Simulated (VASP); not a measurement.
A run of VASP 6.6.1 is set up as follows.

Contents of INCAR:

```
  PREC = Accurate
  ENCUT = 520
  EDIFF = 1E-6
  ISMEAR = -1
  SIGMA = 0.05
  LREAL = F
  LASPH = T
  NELM = 80
  ALGO = Fast
  ISIF = 2
  LWAVE = F
  LCHARG = F
  LDIPOL = T
  IDIPOL = 3
  DIPOL = 0.5 0.5 0.294
  IBRION = 2
  NSW = 60
  EDIFFG = -0.02
```

File KPOINTS:

```
regular mesh
0
Gamma
  11 11 1
```

File POSCAR:

```
Si
1.0
    2.3993200000      0.0000000000      0.0000000000
    0.0000000000      2.4179400000      0.0000000000
    0.0000000000      0.0000000000     23.8000000000
Si
1
Selective dynamics
Direct
    0.5000000000      0.5000000000      0.2941200000  F F F
```

Potentials or basis: VASP PAW LDA potentials, release 64 (Si).

Command:

```console
$ cat potpaw_LDA.64/Si/POTCAR > POTCAR
$ mpirun -np 1 vasp_std > vasp.out
```

Q: Estimate the band gap on the k mesh.

A: None (metal or under the smearing width).

Final structure:
```
CELL_PARAMETERS angstrom
2.39932 0.00000 0.00000
0.00000 2.41794 0.00000
0.00000 0.00000 23.80000
ATOMIC_POSITIONS crystal
Si 0.50000 0.50000 0.29412
```

Caveat: the relaxation stopped at its first step, so nothing moved.
